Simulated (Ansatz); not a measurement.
Space group F-43m (No. 216). a = 5.666 Å, b = 5.666 Å, c = 5.666 Å, α = 90.00°, β = 90.00°, γ = 90.00°
```csv
atom,site,symmetry,x,y,z
Ga,4a,-43m,0.0000,0.0000,0.0000
As,4d,-43m,0.2500,0.2500,0.7500
```

Equation of state of this GaAs structure (not necessarily the ground state), with shape and atoms relaxed at each volume where symmetry leaves them free. Computed with DFT r2SCAN, scalar-relativistic, plane waves, PAW in Ansatz 0.2.0.

Cutoff 500 eV; k points 8×8×8 on the computed 2-atom cell (Γ-centred); Gaussian smearing, width 0.02 eV; no spin polarisation.

```tsv
V (Å³/atom)	E − E(largest V) (meV/atom)	P (GPa)	gap on mesh (eV)
21.378	4.21	5.17	1.47
22.060	-11.68	2.37	1.21
22.742	-16.59	0.00	0.96
23.425	-12.21	-2.00	0.73
24.107	0.00	-3.69	0.50
```

Q: Fit a third-order Birch–Murnaghan equation to E(V).

A: V0 = 22.74 Å³/atom, B0 = 72 GPa, B0' = 4.6.